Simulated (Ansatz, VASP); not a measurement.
KCl: VASP beside Ansatz

```xyz
2
Lattice="0.0000 3.1419 3.1419 3.1419 0.0000 3.1419 3.1419 3.1419 0.0000" Properties=species:S:1:pos:R:3 pbc="T T T"
K     0.0000    0.0000    0.0000
Cl    3.1419    3.1419    3.1419
```

The cell is a database's computed one.

Alike in both runs: task relaxation of cell and atoms; functional r2SCAN; k mesh 6 × 6 × 6; occupations gaussian, width 0.02 eV; no spin polarisation.

```csv
,VASP,Ansatz
version,VASP 6.6.1,Ansatz 0.2.0
potentials or method,"VASP PAW PBE potentials, release 64 (K_sv, Cl)","scalar-relativistic, plane waves, PAW"
plane-wave cutoff (eV),600,500
valence electrons in the cell,16,16
```

VASP gave:

| Property | Result |
| --- | --- |
| gap on the k mesh at the Fermi level, each at its own relaxed structure (eV) | 5.83 |
| relaxed volume (Å³/atom) | 31.14 |
| relaxed cell length with the largest relative difference (Å) | 4.449 |

Question: Which values does Ansatz return?

Answer: gap on the k mesh at the Fermi level, each at its own relaxed structure (eV): 5.83; relaxed volume (Å³/atom): 31.09; relaxed cell length with the largest relative difference (Å): 4.447.

Caveats: the PAW data sets were made with another functional, which shifts forces and pressure a little (VASP). r2SCAN opens gaps a little over a GGA but as a rule still falls short of measured ones.
